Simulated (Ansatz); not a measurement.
Crystal: HgTe (Coloradoite).

```
Hg Te
1.0
     0.00000    3.21450    3.21450
     3.21450    0.00000    3.21450
     3.21450    3.21450    0.00000
Hg Te
1 1
Direct
  0.00000 0.00000 0.00000
  0.75000 0.75000 0.75000
```

| Property | Result |
| --- | --- |
| Program | Ansatz 0.2.0 |
| Task | relaxation of cell and atoms |
| Functional | HSE06 |
| Potentials or basis | Ansatz PAW |
| Cutoff | 420 eV (not typed: the program's choice for these potentials) |
| k mesh | 4 × 4 × 4 |
| Occupations | fermi-dirac, width 0.05 eV |
| Spin | no spin polarisation |

At the start: volume 33.22 Å³/atom.

How do energy, volume and symmetry change on relaxing?

It ends after 5 steps and the volume is 35.71 Å³/atom (+7.5 %); space group F-43m (No. 216, to 0.05 Å).

The path:
```tsv
step	energy change (eV)	largest force (eV/Å)	volume (Å³)
1	0.0000	0.0000	66.43
2	-0.0310	0.0000	74.60
3	-0.0472	0.0000	71.85
4	-0.0476	0.0000	71.42
5	-0.0493	0.0000	71.42
```

Final structure:
```yaml
crystal:
  lattice:
    - [0.00000, 3.29303, 3.29303]
    - [3.29303, 0.00000, 3.29303]
    - [3.29303, 3.29303, 0.00000]
  atoms:
    - { symbol: Hg, position: [0.00000, 0.00000, 0.00000] }
    - { symbol: Te, position: [0.75000, 0.75000, 0.75000] }
```

Caveat: the k mesh is coarse (spacing up to 0.42 Å⁻¹), so the values aren't converged, least of all with exact exchange; the plane-wave basis is chosen anew once the cell has moved, so the energies of steps on either side of that aren't comparable; the PAW data sets come from PBE, with cores solved anew for the run's functional, which leaves a small shift of forces and pressure.
